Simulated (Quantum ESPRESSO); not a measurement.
# K (Im-3m) in Quantum ESPRESSO: notebook

Runs on K. Level: PBE. Tasks: relaxation of cell and atoms.

Everything below comes from runs of Quantum ESPRESSO 7.5. Logs are shortened: lines on timing, memory, paths and dates and some standing lists are left out, and cuts for length are marked.

### Step 1. Starting point

The structure is cubic, space group Im-3m (No. 229). Conventional cell: a = 5.395 Å, b = 5.395 Å, c = 5.395 Å, α = 90.00°, β = 90.00°, γ = 90.00°.

### Step 2. Relaxation of cell and atoms, PBE, target pressure 5 GPa, at which the enthalpy is minimised

Input file pw.in:

```
&CONTROL
  calculation = 'vc-relax'
  prefix = 'pwscf'
  outdir = './tmp'
  pseudo_dir = './pseudo'
  tprnfor = .true.
  tstress = .true.
  disk_io = 'low'
  nstep = 40
  forc_conv_thr = 0.0004
  etot_conv_thr = 1d-05
/
&SYSTEM
  ibrav = 0
  nat = 1
  ntyp = 1
  ecutwfc = 69
  ecutrho = 552
  nbnd = 10
  occupations = 'smearing'
  smearing = 'fd'
  degauss = 0.00367493
/
&ELECTRONS
  conv_thr = 2d-10
  electron_maxstep = 120
  mixing_beta = 0.5
/
&IONS
  ion_dynamics = 'bfgs'
/
&CELL
  cell_dynamics = 'bfgs'
  press = 50
  press_conv_thr = 0.3
/
ATOMIC_SPECIES
K     39.0983 K.pbe-spn-kjpaw_psl.1.0.0.UPF
CELL_PARAMETERS bohr
  -5.0976468017    5.0976468017    5.0976468017
   5.0976468017   -5.0976468017    5.0976468017
   5.0976468017    5.0976468017   -5.0976468017
ATOMIC_POSITIONS bohr
K      0.0000000000    0.0000000000    0.0000000000
K_POINTS automatic
7 7 7 0 0 0
```

Potentials or basis: SSSP 1.3 efficiency PBE.

The run is started by

```sh
> OMP_NUM_THREADS=1 pw.x -in pw.in > pw.out
```

pw.out:

```text
This program is part of the open-source Quantum ESPRESSO suite
     for quantum simulation of materials; please cite
         "P. Giannozzi et al., J. Phys.:Condens. Matter 21 395502 (2009);
         "P. Giannozzi et al., J. Phys.:Condens. Matter 29 465901 (2017);
         "P. Giannozzi et al., J. Chem. Phys. 152 154105 (2020);
     in publications or presentations arising from this work. More details at

     file K.pbe-spn-kjpaw_psl.1.0.0.UPF: wavefunction(s)  3S renormalized
     Message from routine setup:
     using ibrav=0 with symmetry is DISCOURAGED, use correct ibrav instead

     G-vector sticks info
     --------------------
     sticks:   dense  smooth     PW     G-vecs:    dense   smooth      PW
     Sum        3215    1621    467               115619    41091    6363

     Using Slab Decomposition

     bravais-lattice index     =            0
     lattice parameter (alat)  =       8.8294  a.u.
     unit-cell volume          =     529.8699 (a.u.)^3
     number of atoms/cell      =            1
     number of atomic types    =            1
     number of electrons       =         9.00
     number of Kohn-Sham states=           10
     kinetic-energy cutoff     =      69.0000  Ry
     charge density cutoff     =     552.0000  Ry
     scf convergence threshold =      2.0E-10
     mixing beta               =       0.5000
     number of iterations used =            8  plain     mixing
     energy convergence thresh.=      1.0E-05
     force convergence thresh. =      4.0E-04
     press convergence thresh. =      3.0E-01
     Exchange-correlation= SLA  PW   PBX  PBC
                           (   1   4   3   4   0   0   0)
     nstep                     =           40

     celldm(1)=   8.829383  celldm(2)=   0.000000  celldm(3)=   0.000000
     celldm(4)=   0.000000  celldm(5)=   0.000000  celldm(6)=   0.000000

     crystal axes: (cart. coord. in units of alat)
               a(1) = (  -0.577350   0.577350   0.577350 )
               a(2) = (   0.577350  -0.577350   0.577350 )
               a(3) = (   0.577350   0.577350  -0.577350 )

     reciprocal axes: (cart. coord. in units 2 pi/alat)
               b(1) = ( -0.000000  0.866025  0.866025 )
               b(2) = (  0.866025 -0.000000  0.866025 )
               b(3) = (  0.866025  0.866025  0.000000 )

     PseudoPot. # 1 for K  read from file:
     K.pbe-spn-kjpaw_psl.1.0.0.UPF
     Pseudo is Projector augmented-wave + core cor, Zval =  9.0
     Generated using "atomic" code by A. Dal Corso  v.5.1
     Shape of augmentation charge: PSQ
     Using radial grid of 1165 points,  6 beta functions with:
                l(1) =   0
                l(2) =   0
                l(3) =   1
                l(4) =   1
                l(5) =   2
                l(6) =   2
     Q(r) pseudized with 0 coefficients

     atomic species   valence    mass     pseudopotential
     K                 9.00    39.09830     K ( 1.00)

     48 Sym. Ops., with inversion, found

   Cartesian axes

     site n.     atom                  positions (alat units)
         1        K      tau(   1) = (   0.0000000   0.0000000   0.0000000  )

     number of k points=    20  Fermi-Dirac smearing, width (Ry)=  0.0037
                       cart. coord. in units 2pi/alat
        k(    1) = (   0.0000000   0.0000000   0.0000000), wk =   0.0058309
        k(    2) = (   0.1237179   0.1237179   0.0000000), wk =   0.0699708
        k(    3) = (   0.2474358   0.2474358   0.0000000), wk =   0.0699708
        k(    4) = (   0.3711537   0.3711537   0.0000000), wk =   0.0699708
        k(    5) = (   0.2474358   0.1237179   0.1237179), wk =   0.1399417
        k(    6) = (   0.3711537   0.2474358   0.1237179), wk =   0.2798834
[... 12 lines left out ...]
        k(   19) = (  -0.7423075  -0.1237179  -0.1237179), wk =   0.0466472
        k(   20) = (  -0.0000000  -0.0000000   0.7423075), wk =   0.0349854

     Dense  grid:   115619 G-vectors     FFT dimensions: (  72,  72,  72)

     Smooth grid:    41091 G-vectors     FFT dimensions: (  48,  48,  48)

     Initial potential from superposition of free atoms

     starting charge       8.9812, renormalised to       9.0000
     Starting wfcs are    8 randomized atomic wfcs +    2 random wfcs

     Self-consistent Calculation

     iteration #  1     ecut=    69.00 Ry     beta= 0.50
     Davidson diagonalization with overlap
     ethr =  1.00E-02,  avg # of iterations =  7.8

     Threshold (ethr) on eigenvalues was too large:
     Diagonalizing with lowered threshold

     Davidson diagonalization with overlap
     ethr =  1.37E-05,  avg # of iterations =  8.6

     total energy              =    -113.01100255 Ry
     estimated scf accuracy    <       0.00121822 Ry

     iteration #  2     ecut=    69.00 Ry     beta= 0.50
     Davidson diagonalization with overlap
     ethr =  1.35E-05,  avg # of iterations =  2.1
[... 182 lines left out ...]
     Computing stress (Cartesian axis) and pressure

          total   stress  (Ry/bohr**3)                   (kbar)     P=       -2.12
  -0.00001442   0.00000000   0.00000000           -2.12        0.00        0.00
   0.00000000  -0.00001442   0.00000000            0.00       -2.12        0.00
   0.00000000   0.00000000  -0.00001442            0.00        0.00       -2.12

     BFGS Geometry Optimization
     Energy error            =      5.3E-03 Ry
     Gradient error          =      0.0E+00 Ry/Bohr
     Cell gradient error     =      5.2E+01 kbar

     number of scf cycles    =   1
     number of bfgs steps    =   0

     enthalpy           new  =    -112.8310409252 Ry

     new trust radius        =       0.0407794474 bohr
     new conv_thr            =       0.0000000002 Ry

     new unit-cell volume =    515.91374 a.u.^3 (    76.45053 Ang^3 )
     density =      0.84923 g/cm^3

CELL_PARAMETERS (bohr)
  -5.052492776   5.052492776   5.052492776
   5.052492776  -5.052492776   5.052492776
   5.052492776   5.052492776  -5.052492776

ATOMIC_POSITIONS (bohr)
K                0.0000000000        0.0000000000        0.0000000000

     NEW-OLD atomic charge density approx. for the potential
     New effective cutoffs (rho, wfc):  561.38   70.22

     Self-consistent Calculation

[... 73 further cycles ...]
     iteration #  8     ecut=    69.00 Ry     beta= 0.50
     Davidson diagonalization with overlap
     ethr =  1.00E-13,  avg # of iterations =  1.0

     End of self-consistent calculation

          k = 0.0000 0.0000 0.0000 (  5089 PWs)   bands (ev):

   -27.3819 -10.7124 -10.7124 -10.7124   1.7099   9.3099   9.3099   9.3099
    10.6064  10.6064

          k = 0.1505 0.1505 0.0000 (  5125 PWs)   bands (ev):

   -27.3739 -10.7863 -10.7339 -10.7131   2.1065   8.8266   8.9222   9.6718
    10.2777  10.5698

          k = 0.3011 0.3011 0.0000 (  5139 PWs)   bands (ev):

   -27.3560 -10.9459 -10.7818 -10.7147   3.1709   7.4779   8.2614  10.4848
    10.6856  10.7022

          k = 0.4516 0.4516-0.0000 (  5133 PWs)   bands (ev):

   -27.3415 -11.0680 -10.8197 -10.7161   4.5212   6.2163   7.8476  10.5850
    11.1373  12.1531

          k = 0.3011 0.1505 0.1505 (  5135 PWs)   bands (ev):

   -27.3610 -10.8948 -10.7613 -10.7295   2.8412   7.9810   8.3097  10.0931
    10.3459  10.9430

          k = 0.4516 0.3011 0.1505 (  5125 PWs)   bands (ev):
[... 97 lines left out ...]
     Computing stress (Cartesian axis) and pressure

          total   stress  (Ry/bohr**3)                   (kbar)     P=       49.99
   0.00033980  -0.00000000  -0.00000000           49.99       -0.00       -0.00
  -0.00000000   0.00033980   0.00000000           -0.00       49.99        0.00
  -0.00000000   0.00000000   0.00033980           -0.00        0.00       49.99

     Energy error            =      3.3E-06 Ry
     Gradient error          =      0.0E+00 Ry/Bohr
     Cell gradient error     =      1.4E-02 kbar

     bfgs converged in   9 scf cycles and   8 bfgs steps
     (criteria: energy <  1.0E-05 Ry, force <  4.0E-04 Ry/Bohr, cell <  3.0E-01 kbar)

     End of BFGS Geometry Optimization

     Final enthalpy           =    -112.8889262260 Ry

Begin final coordinates
     new unit-cell volume =    294.13460 a.u.^3 (    43.58625 Ang^3 )
     density =      1.48956 g/cm^3

CELL_PARAMETERS (bohr)
  -4.189498510   4.189498510   4.189498510
   4.189498510  -4.189498510   4.189498510
   4.189498510   4.189498510  -4.189498510

ATOMIC_POSITIONS (bohr)
K                0.0000000000        0.0000000000        0.0000000000
End final coordinates

     Final scf calculation at the relaxed structure.
     The G-vectors are recalculated for the final unit cell
     Results may differ from those at the preceding step.

     G-vector sticks info
     --------------------
     sticks:   dense  smooth     PW     G-vecs:    dense   smooth      PW
     Sum        2179    1097    321                64315    22831    3589

     Using Slab Decomposition

     bravais-lattice index     =            0
     lattice parameter (alat)  =       8.8294  a.u.
     unit-cell volume          =     294.1346 (a.u.)^3
     number of atoms/cell      =            1
     number of atomic types    =            1
     number of electrons       =         9.00
     number of Kohn-Sham states=           10
     kinetic-energy cutoff     =      69.0000  Ry
     charge density cutoff     =     552.0000  Ry
     scf convergence threshold =      2.0E-12
     mixing beta               =       0.5000
     number of iterations used =            8  plain     mixing
     press convergence thresh. =      3.0E-01
     Exchange-correlation= SLA  PW   PBX  PBC
                           (   1   4   3   4   0   0   0)

     celldm(1)=   8.829383  celldm(2)=   0.000000  celldm(3)=   0.000000
     celldm(4)=   0.000000  celldm(5)=   0.000000  celldm(6)=   0.000000

     crystal axes: (cart. coord. in units of alat)
               a(1) = (  -0.474495   0.474495   0.474495 )
               a(2) = (   0.474495  -0.474495   0.474495 )
               a(3) = (   0.474495   0.474495  -0.474495 )

     reciprocal axes: (cart. coord. in units 2 pi/alat)
               b(1) = ( -0.000000  1.053752  1.053752 )
               b(2) = (  1.053752  0.000000  1.053752 )
               b(3) = (  1.053752  1.053752  0.000000 )

     PseudoPot. # 1 for K  read from file:
     K.pbe-spn-kjpaw_psl.1.0.0.UPF
     Pseudo is Projector augmented-wave + core cor, Zval =  9.0
     Generated using "atomic" code by A. Dal Corso  v.5.1
     Shape of augmentation charge: PSQ
     Using radial grid of 1165 points,  6 beta functions with:
                l(1) =   0
                l(2) =   0
                l(3) =   1
                l(4) =   1
                l(5) =   2
                l(6) =   2
     Q(r) pseudized with 0 coefficients

     atomic species   valence    mass     pseudopotential
     K                 9.00    39.09830     K ( 1.00)

     48 Sym. Ops., with inversion, found

   Cartesian axes

     site n.     atom                  positions (alat units)
         1        K      tau(   1) = (   0.0000000   0.0000000   0.0000000  )

     number of k points=    20  Fermi-Dirac smearing, width (Ry)=  0.0037
                       cart. coord. in units 2pi/alat
        k(    1) = (   0.0000000   0.0000000   0.0000000), wk =   0.0058309
        k(    2) = (   0.1505360   0.1505360   0.0000000), wk =   0.0699708
        k(    3) = (   0.3010719   0.3010719   0.0000000), wk =   0.0699708
        k(    4) = (   0.4516079   0.4516079  -0.0000000), wk =   0.0699708
        k(    5) = (   0.3010719   0.1505360   0.1505360), wk =   0.1399417
        k(    6) = (   0.4516079   0.3010719   0.1505360), wk =   0.2798834
[... 12 lines left out ...]
        k(   19) = (  -0.9032158  -0.1505360  -0.1505360), wk =   0.0466472
        k(   20) = (  -0.0000000   0.0000000   0.9032158), wk =   0.0349854

     Dense  grid:    64315 G-vectors     FFT dimensions: (  60,  60,  60)

     Smooth grid:    22831 G-vectors     FFT dimensions: (  40,  40,  40)

     Initial potential from superposition of free atoms

     starting charge       8.9812, renormalised to       9.0000
     Starting wfcs are    8 randomized atomic wfcs +    2 random wfcs

     Self-consistent Calculation

     iteration #  1     ecut=    69.00 Ry     beta= 0.50
     Davidson diagonalization with overlap
     c_bands:  2 eigenvalues not converged
     c_bands:  1 eigenvalues not converged
     c_bands:  1 eigenvalues not converged
     c_bands:  1 eigenvalues not converged
     ethr =  1.00E-06,  avg # of iterations = 17.9
[... 66 lines left out ...]
   -27.3732 -10.7861 -10.7338 -10.7129   2.1067   8.8266   8.9223   9.6719
    10.2778  10.5699

          k = 0.3011 0.3011 0.0000 (  2834 PWs)   bands (ev):

   -27.3552 -10.9458 -10.7816 -10.7146   3.1710   7.4780   8.2615  10.4848
    10.6856  10.7023

          k = 0.4516 0.4516-0.0000 (  2850 PWs)   bands (ev):

   -27.3407 -11.0679 -10.8195 -10.7159   4.5213   6.2164   7.8477  10.5850
    11.1374  12.1531

          k = 0.3011 0.1505 0.1505 (  2844 PWs)   bands (ev):

   -27.3602 -10.8947 -10.7612 -10.7294   2.8414   7.9811   8.3098  10.0931
    10.3460  10.9430

          k = 0.4516 0.3011 0.1505 (  2850 PWs)   bands (ev):
[... 97 lines left out ...]
     Computing stress (Cartesian axis) and pressure

          total   stress  (Ry/bohr**3)                   (kbar)     P=       49.84
   0.00033878   0.00000000   0.00000000           49.84        0.00        0.00
   0.00000000   0.00033878   0.00000000            0.00       49.84        0.00
   0.00000000   0.00000000   0.00033878            0.00        0.00       49.84

=------------------------------------------------------------------------------=
   JOB DONE.
=------------------------------------------------------------------------------=
```

Wall time 3.9 min (1 thread of Arm Neoverse V2, shared host); peak memory 0.45 GiB.

What came out:

* Free energy: -1537.2893 eV
* Relaxed volume: 43.59 Å³/atom
* Relaxed cell: a = 3.840 Å, b = 3.840 Å, c = 3.840 Å, α = 109.47°, β = 109.47°, γ = 109.47°
* Space group after relaxing (to 0.05 Å): Im-3m (No. 229)
* Energy change on relaxing (the enthalpy is what falls): +302.6 meV/atom
* Ionic steps: 9
* Pressure after relaxing: 5.0 GPa
* Band gap on the k mesh: none (metal or under the smearing width)

Step by step:
```csv
step,energy change (eV),largest force (eV/Å),pressure (GPa),volume (Å³)
1,0.0000,0.0000,-0.21,78.52
2,-0.0023,0.0000,-0.14,76.45
3,-0.0036,0.0000,0.00,73.42
4,-0.0005,0.0000,0.24,69.02
5,0.0183,0.0000,0.75,62.76
6,0.0882,0.0000,1.96,54.09
7,0.3330,0.0000,5.42,42.65
8,0.2970,0.0000,4.92,43.77
9,0.3026,0.0000,5.00,43.59
```

Final structure:
```
CELL_PARAMETERS angstrom
-2.21699 2.21699 2.21699
2.21699 -2.21699 2.21699
2.21699 2.21699 -2.21699
ATOMIC_POSITIONS crystal
K 0.00000 0.00000 0.00000
```

Levels at points of the mesh, in eV from the Fermi level:
```
           k point  band 2  band 3  band 4  band 5  band 6  band 7  band 8  band 9
(0.00, 0.00, 0.00)  -15.39  -15.39  -15.39   -2.96    4.63    4.63    4.63    5.93
```

Caveat: the volume moved by over 15 % at a fixed basis, so the end points are rough.

### Step 3. Relaxation of cell and atoms, PBE, target pressure 10 GPa, at which the enthalpy is minimised

Changes to pw.in since step 2:

```diff
@@ -33,3 +33,3 @@
   cell_dynamics = 'bfgs'
-  press = 50
+  press = 100
   press_conv_thr = 0.3
```

Potentials or basis: SSSP 1.3 efficiency PBE.

The run is started by

```sh
> OMP_NUM_THREADS=1 pw.x -in pw.in > pw.out
```

Wall time 3.3 min (1 thread of Arm Neoverse V2, shared host); peak memory 0.45 GiB.

The run converged. Its results:

| Quantity | Value |
| --- | --- |
| Free energy | -1536.9300 eV |
| Relaxed volume | 35.60 Å³/atom |
| Relaxed cell | a = 3.589 Å, b = 3.589 Å, c = 3.589 Å, α = 109.47°, β = 109.47°, γ = 109.47° |
| Space group after relaxing (to 0.05 Å) | Im-3m (No. 229) |
| Energy change on relaxing (the enthalpy is what falls) | +661.6 meV/atom |
| Ionic steps | 8 |
| Pressure after relaxing | 10.0 GPa |
| Band gap on the k mesh | none (metal or under the smearing width) |

The path:
| step | energy change (eV) | largest force (eV/Å) | pressure (GPa) | volume (Å³) |
| --- | --- | --- | --- | --- |
| 1 | 0.0000 | 0.0000 | -0.21 | 78.52 |
| 2 | -0.0034 | 0.0000 | -0.06 | 74.50 |
| 3 | 0.0000 | 0.0000 | 0.26 | 68.74 |
| 4 | 0.0296 | 0.0000 | 0.98 | 60.66 |
| 5 | 0.1533 | 0.0000 | 2.92 | 49.77 |
| 6 | 0.6366 | 0.0000 | 9.65 | 36.00 |
| 7 | 0.6683 | 0.0000 | 10.09 | 35.49 |
| 8 | 0.6616 | 0.0000 | 10.00 | 35.60 |

Final structure:
```yaml
crystal:
  lattice:
    - [-2.07229, 2.07229, 2.07229]
    - [2.07229, -2.07229, 2.07229]
    - [2.07229, 2.07229, -2.07229]
  atoms:
    - { symbol: K, position: [0.00000, 0.00000, 0.00000] }
```

Levels at points of the mesh, in eV from the Fermi level:
| k point | band 2 | band 3 | band 4 | band 5 | band 6 | band 7 | band 8 | band 9 |
| --- | --- | --- | --- | --- | --- | --- | --- | --- |
| (0.00, 0.00, 0.00) | -15.44 | -15.44 | -15.44 | -3.30 | 4.61 | 4.61 | 4.61 | 6.12 |

Caveat: the volume moved by over 15 % at a fixed basis, so the end points are rough.
